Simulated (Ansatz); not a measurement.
**CdSe (P6_3mc)**

Computed with DFT PBE, scalar-relativistic, plane waves, PAW (Ansatz 0.2.0).

Plane waves to 420 eV, a k mesh through Γ of 12×12×6 on the computed 4-atom cell and Gaussian smearing (0.02 eV); no spin polarisation.

The structure is relaxed at this level of theory with its symmetry kept.

```cif
data_structure
_symmetry_space_group_name_H-M 'P 1'
_symmetry_Int_Tables_number 1
_cell_length_a 4.3834
_cell_length_b 4.3834
_cell_length_c 7.1535
_cell_angle_alpha 90.000
_cell_angle_beta 90.000
_cell_angle_gamma 120.000
_cell_volume 119.03
loop_
_atom_site_label
_atom_site_type_symbol
_atom_site_fract_x
_atom_site_fract_y
_atom_site_fract_z
_atom_site_occupancy
Cd1 Cd 0.33333 0.66667 0.00458 1
Cd2 Cd 0.66667 0.33333 0.50458 1
Se1 Se 0.33333 0.66667 0.38042 1
Se2 Se 0.66667 0.33333 0.88042 1
```

**Question.** Formation energy from the elements' standard states (uncorrected)?

**Answer.** -0.632 eV/atom.

**Question.** Kohn–Sham band gap?

**Answer.** 0.54 eV.

**Question.** Löwdin character of the top 1 eV of the valence band?

**Answer.** Se 4p 91 %.

**Question.** Löwdin character of the lowest 1 eV of the conduction band?

**Answer.** Cd 5s 54 %, Se 4p 28 %, Se 4s 15 %.

**Question.** Bader charges (e)?

**Answer.** Cd (2 in the cell) 0.73, Se (2 in the cell) -0.73.